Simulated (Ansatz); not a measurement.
(101) slab cut from the bulk of C, R-3m (No. 166); the slab's formula is C:

```xyz
24
Lattice="2.4589 0.0000 0.0000 -1.2295 11.1573 0.0000 0.0000 0.0000 26.8128" Properties=species:S:1:pos:R:3 pbc="T T T"
C     1.2295    9.4451    7.5000
C     1.2295    1.9377    7.9786
C     0.0000    9.4906    8.2084
C     0.0000    1.9832    8.6870
C     0.0000    9.5806    9.6252
C     0.0000    2.0732   10.1038
C     1.2295    9.6261   10.3335
C     1.2295    2.1187   10.8121
C     1.2295    9.7160   11.7503
C     1.2295    2.2086   12.2289
C     0.0000    9.7616   12.4587
C     0.0000    2.2541   12.9373
C     0.0000    9.8515   13.8755
C     0.0000    2.3441   14.3541
C     1.2295    9.8970   14.5839
C     1.2295    2.3896   15.0625
C     1.2295    9.9870   16.0007
C     1.2295    2.4796   16.4793
C     0.0000   10.0325   16.7091
C     0.0000    2.5251   17.1876
C     0.0000   10.1225   18.1259
C     0.0000    2.6151   18.6044
C     1.2295   10.1680   18.8342
C     1.2295    2.6606   19.3128
```

Level of theory: Ansatz, DFT PBEsol, scalar-relativistic, plane waves, PAW. Plane waves to 420 eV, a k mesh through Γ of 14×3×1 on the computed 24-atom cell and Gaussian smearing (0.10 eV); no spin polarisation. A dipole correction removes the field between periodic images along c.

(1) What forces act on the atoms?

## Answers

(1)
```
atom Fx (eV/Å) Fy (eV/Å) Fz (eV/Å)
  C1      0.000      0.181      1.945
  C2      0.000      0.058      1.897
  C3      0.000     -0.148     -2.840
  C4      0.000     -0.193     -2.843
  C5      0.000      0.025      0.989
  C6      0.000      0.087      1.019
  C7      0.000     -0.013     -0.237
  C8      0.000     -0.014     -0.251
  C9      0.000      0.018      0.174
 C10      0.000      0.008      0.183
 C11      0.000     -0.007     -0.103
 C12      0.000     -0.007     -0.110
 C13      0.000      0.007      0.110
 C14      0.000      0.007      0.103
 C15      0.000     -0.008     -0.183
 C16      0.000     -0.018     -0.174
 C17      0.000      0.014      0.251
 C18      0.000      0.013      0.237
 C19      0.000     -0.087     -1.019
 C20      0.000     -0.025     -0.989
 C21      0.000      0.193      2.843
 C22      0.000      0.148      2.840
 C23      0.000     -0.058     -1.897
 C24      0.000     -0.181     -1.945
```

Cost: 1 run of about 1 core-minutes, on AMD EPYC 9R45 (Zen 5) (shared hosts).